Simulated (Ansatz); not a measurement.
# Co (P6_3/mmc): energies of magnetic orders

One table from this session's results is given with a row withheld; the runs are named, their logs left out.

Program: Ansatz 0.2.0. Level of theory: DFT PBE, scalar-relativistic, plane waves, PAW. These are calculated values, not measurements.

## The starting structure

The structure is hexagonal, space group P6_3/mmc (No. 194). Conventional cell: a = 2.494 Å, b = 2.494 Å, c = 4.030 Å, α = 90.00°, β = 90.00°, γ = 120.00°. Around Co (site symmetry -6m2) lie 12 Co at 2.48 to 2.49 Å.

Coordinates:

```
Co
1.0
     2.49371    0.00000    0.00000
    -1.24686    2.15962    0.00000
     0.00000    0.00000    4.03009
Co
2
Direct
  0.33333 0.66667 0.25000
  0.66667 0.33333 0.75000
```

This cell comes from an earlier session at PBE: 10.852 Å³/atom at -0.02 GPa, on a 20×20×12 mesh.

Set-up of the first run:

Contents of input.yaml:

```yaml
crystal:
  lattice:
    - [2.4937131652, 0.0, 0.0]
    - [-1.2468565826, 2.1596189508, 0.0]
    - [0.0, 0.0, 4.0300901819]
  atoms:
    - { symbol: Co, position: [0.3333333333, 0.6666666667, 0.25], spin: 1.5 }
    - { symbol: Co, position: [0.6666666667, 0.3333333333, 0.75], spin: -1.5 }
basis:
  ecutwfc: 420
  ecutrho_ratio: 4
kpoints:
  mp_grid: { grid: [20, 20, 12] }
hamiltonian:
  xc: pbe
scf:
  occupations: { method: gaussian, width: 0.05 }
  lower_state_search: "off"
output:
  forces: true
  stress: true
  eigenvalues: true
  populations: true
magnetization:
  spin_polarized: true
```

On the command line:

```sh
ansatz run input.yaml --threads 2 --pin off --max-ram 5120MiB --backend cpu --events-out ev --progress --plain --runs-dir out
```

Steps of the session up to this table: Antiferromagnetic, in the cell as typed; Ferromagnetic, larger cell; Antiferromagnetic, propagation vector (0, 0, 1/2); Antiferromagnetic, propagation vector (0, 1/2, 0); No spin polarisation.

One of the session's tables, all rows but one given; the rest of the session is left out.

```
                                            order  above the lowest (meV/atom)  largest moment (μB)  pressure (GPa)
                                    ferromagnetic                          0.0                 1.68             0.0
          antiferromagnetic, in the cell as typed                            ?                    ?               ?
antiferromagnetic, propagation vector (0, 0, 1/2)                        120.8                 1.51            -1.2
antiferromagnetic, propagation vector (0, 1/2, 0)                        238.4                 0.00           -11.3
                             no spin polarisation                        238.7                 0.00           -11.3
```

**Question.** Estimate the row for antiferromagnetic, in the cell as typed.

**Answer.** above the lowest (meV/atom): 231.8; largest moment (μB): 0.94; pressure (GPa): -6.7. In the column «above the lowest (meV/atom)» it lies between antiferromagnetic, propagation vector (0, 0, 1/2) (120.8) and antiferromagnetic, propagation vector (0, 1/2, 0) (238.4).

The first row is the run of the earlier session that started with parallel moments (-5126.1522 eV/atom). A larger cell is measured against the parallel state in that same cell where that was run, so that mesh errors cancel.

Limits of these values: Where the order wasn't kept, moments died or turned during the run, so that row belongs to another state than the one started. Only these orders were tried, at zero temperature; the one found in experiment may not be among them. Warnings in the runs' records: negative dielectric reading, seeded moment not kept.
